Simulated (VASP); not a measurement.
# SnSe$_{2}$ (strained 1T (CdI2) bulk), PBE single-point calculation: Ansatz's output and VASP's

```xyz
3
Lattice="3.6721 0.0000 0.0000 -1.8361 3.1802 0.0000 0.0000 0.0000 6.4276" Properties=species:S:1:pos:R:3 pbc="T T T"
Sn    0.0000    0.0000    0.0000
Se    0.0000    2.1201    1.6254
Se    1.8361    1.0601    4.8022
```

Ansatz printed

```
SCF 1 converged in 6 iterations: F = -16963.176513 eV  dr2 = 5.92e-8
  greatest PAW one-centre occupation: 1.000 electrons in one spin orbital (limit 2), on the Se atom at site 2 (counted from 0), in its partial waves of l = 2
NSCF: frozen V_eff on 8 k-points
SCF converged after 6 iterations
Free energy (F): -16963.176513 eV
Harris-Foulkes:  -16963.176513 eV  (|F-HF|=9.44e-8)
Internal energy: -16963.176512 eV  (E = F + TS)
E sigma→0 (E₀):  -16963.176512 eV
Entropy (-TS):   -0.000000 eV (-0.000 meV/atom)
Fermi energy:    8.931201 eV
--- Per-component energies (eV) ---
  E_band       = -840.933142
  E_kinetic    = 427.518021
  E_local      = -6050.517221  (includes V_loc(G=0)·N_el)
  E_nonlocal   = -1222.412622
  E_hartree    = 3111.093133
  E_xc         = -590.959835
  E_vxc        = -292.865798  (∫ρ·V_xc dr)
  E_paw        = -7963.810636  (= ΣΔE_a)
  E_vpaw       = 75.162161  (= ΣTr[D̂ρ^β])
  E_aug_tail   = -0.001210  (compensation charges beyond the density's cutoff)
  E_ewald      = -4674.086142
  E_smearing   = -0.000000  (= −TS)
  E_closure    = -0.000000  (closes the sum)
  Σ components = -16963.176513   (vs F -16963.176513, Δ=0.00e0)
--- Forces (eV/Å), atoms counted from 1 ---
  atom   1  Sn    -0.00000000     0.00000000     0.00000000
  atom   2  Se    -0.00000000    -0.00000000     0.29360909
  atom   3  Se     0.00000000    -0.00000000    -0.29360909
  max |Σ_I F_I| component: 6.94e-18 eV/Å
--- Stress (GPa, compression-positive) ---
        8.809946       0.000000       0.000000
        0.000000       8.809946       0.000000
        0.000000       0.000000       3.536169
  P = ⅓ Tr σ = 7.0520 GPa (70.520 kbar)
--- Band table (eV; the first three rows and the last of 69) ---
  k-point 0: bands = ["-38.2989", "-38.2989", "-38.2985", "-38.2985", "-38.2957", "-38.2957", "-38.2955", "-38.2955", "-38.2955", "-38.2952", "-12.7532", "-12.7532", "-12.6972", "-12.6807", "-12.6807", "-5.6518", "-4.0142", "1.9783", "7.8767", "8.2424", "8.2424", "8.5423", "8.5423", "10.0076", "12.0985", "13.5723", "13.5723"]
  k-point 1: bands = ["-38.2988", "-38.2988", "-38.2986", "-38.2986", "-38.2957", "-38.2957", "-38.2955", "-38.2955", "-38.2955", "-38.2953", "-12.7532", "-12.7532", "-12.6972", "-12.6807", "-12.6807", "-5.5840", "-4.1564", "2.3603", "6.8282", "8.1943", "8.1943", "8.6118", "8.6118", "10.8868", "12.0912", "13.4719", "13.4719"]
  k-point 2: bands = ["-38.2987", "-38.2987", "-38.2987", "-38.2987", "-38.2957", "-38.2957", "-38.2955", "-38.2955", "-38.2954", "-38.2953", "-12.7532", "-12.7532", "-12.6971", "-12.6807", "-12.6807", "-5.5035", "-4.3072", "2.8469", "5.9510", "8.1586", "8.1586", "8.6695", "8.6695", "11.5451", "12.0211", "13.3757", "13.3757"]
  k-point 68: bands = ["-38.2987", "-38.2986", "-38.2985", "-38.2985", "-38.2954", "-38.2954", "-38.2954", "-38.2953", "-38.2947", "-38.2947", "-12.7668", "-12.7668", "-12.6889", "-12.6889", "-12.6519", "-3.3163", "-3.3163", "1.2128", "4.2448", "4.2448", "4.6419", "7.7933", "7.7933", "10.7305", "12.7512", "12.7512", "14.4727"]
```

Each program uses its own PAW datasets. VASP's cell holds 26 valence electrons and Ansatz's 46. Ansatz's stress includes a Pulay correction; VASP's doesn't.

Q: What does VASP give for the same cell and level of theory?

A: gap between bands v and c 0.38 eV; least direct gap 1.10 eV; pressure 7.1 GPa; largest force 0.31 eV/Å.

From OUTCAR

```
k-points           NKPTS =     69   k-points in BZ     NKDIM =     69   number of bands    NBANDS=     20

   NELECT =      26.0000    total number of electrons

   dimension x,y,z NGX =    28 NGY =   28 NGZ =   48
   dimension x,y,z NGXF=    56 NGYF=   56 NGZF=   96

  energy-cutoff  :      520.00
  volume of cell :       75.06
      direct lattice vectors                 reciprocal lattice vectors
     3.672143357 -0.000000000  0.000000000     0.272320523  0.157224327  0.000000000
    -1.836071678  3.180169433  0.000000000     0.000000000  0.314448655  0.000000000
     0.000000000  0.000000000  6.427633418     0.000000000  0.000000000  0.155578256

 k-points in reciprocal lattice and weights: KPOINTS created by Atomic Simulation Env
   0.00000000  0.00000000  0.00000000       0.002
   0.08333333 -0.00000000  0.00000000       0.010
   0.16666667 -0.00000000  0.00000000       0.010
   0.25000000 -0.00000000  0.00000000       0.010
   0.33333333 -0.00000000  0.00000000       0.010
   0.41666667 -0.00000000  0.00000000       0.010
   0.50000000 -0.00000000  0.00000000       0.005
   0.08333333  0.08333333  0.00000000       0.010
   ...

 E-fermi :   4.8779

 k-point     1 :       0.0000    0.0000    0.0000
  band No.  band energies     occupation
      1     -16.8085      2.00000
      2     -16.8085      2.00000
      3     -16.7492      2.00000
      4     -16.7341      2.00000
      5     -16.7341      2.00000
      6      -9.7053      2.00000
      7      -8.0640      2.00000
      8      -2.0695      2.00000
      9       3.8297      2.00000
     10       4.1887      2.00000
     11       4.1887      2.00000
     12       4.4903      2.00000
     13       4.4903      2.00000
     14       5.9512      0.00000
     15       8.0377      0.00000
     16       9.5131      0.00000
     17       9.5131      0.00000
     18      12.0448      0.00000
     19      13.7472      0.00000
     20      13.7472      0.00000

 k-point     2 :       0.0833   -0.0000    0.0000
  band No.  band energies     occupation
      1     -16.8117      2.00000
      2     -16.8042      2.00000
      3     -16.7465      2.00000
      4     -16.7375      2.00000
      5     -16.7343      2.00000
      6      -9.6276      2.00000
      7      -8.0050      2.00000
      8      -2.0312      2.00000
      9       3.3191      2.00000
     10       3.7303      2.00000
     11       3.8799      2.00000
     12       4.1942      2.00000
     13       4.6066      2.00000
     14       6.5435      0.00000
     15       8.4907      0.00000
     16       9.2117      0.00000
     17       9.6571      0.00000
     18      12.2974      0.00000
     19      12.9307      0.00000
     20      13.8574      0.00000

 k-point     3 :       0.1667   -0.0000    0.0000
  band No.  band energies     occupation
      1     -16.8220      2.00000
      2     -16.7931      2.00000
      3     -16.7469      2.00000
      4     -16.7373      2.00000
      5     -16.7342      2.00000
      6      -9.3990      2.00000
      7      -7.8409      2.00000
      8      -1.9460      2.00000
      9       2.0188      2.00000
     10       2.9892      2.00000
     11       3.3768      2.00000
     12       3.9991      2.00000
     13       4.6216      1.99999
     14       7.0613      0.00000
     15       8.4448      0.00000
     16       9.6962      0.00000
     17       9.9458      0.00000
     18      11.7332      0.00000
     19      12.8911      0.00000
     20      13.7401      0.00000

 k-point     4 :       0.2500   -0.0000    0.0000
  band No.  band energies     occupation
      1     -16.8381      2.00000
      2     -16.7801      2.00000
      3     -16.7572      2.00000
      4     -16.7318      2.00000
      5     -16.7254      2.00000
      6      -9.0362      2.00000
      7      -7.6137      2.00000
      8      -1.9293      2.00000
      9       0.8993      2.00000
     10       2.0678      2.00000
     11       2.8846      2.00000
     12       3.9023      2.00000
     13       4.5190      2.00000
     14       6.6380      0.00000
     15       8.5390      0.00000
     16      10.1045      0.00000
     17      10.1510      0.00000
     18      10.9764      0.00000
     19      13.2481      0.00000
     20      13.7919      0.00000

 ...

  Total        4.1623770      4.1623770      1.7081745      0.0000000     -0.0000000     -0.0000000
  in kB       88.8445955     88.8445955     36.4604338      0.0000000     -0.0000000     -0.0000000
  external PRESSURE =      71.3832083 kB  Pullay stress =       0.0000000 kB

 POSITION                                       TOTAL-FORCE (eV/Angst)
 -----------------------------------------------------------------------------------
      0.00000      0.00000      0.00000         0.000000      0.000000     -0.000000
      0.00000      2.12011      1.62542         0.000000      0.000000      0.312523
      1.83607      1.06006      4.80221        -0.000000     -0.000000     -0.312523
 -----------------------------------------------------------------------------------
    total drift:                               -0.000000      0.000000     -0.000000

  FREE ENERGIE OF THE ION-ELECTRON SYSTEM (eV)
  ---------------------------------------------------
  free  energy   TOTEN  =       -11.6499520547 eV

  energy  without entropy=      -11.6499517143  energy(sigma->0) =      -11.64995188
```
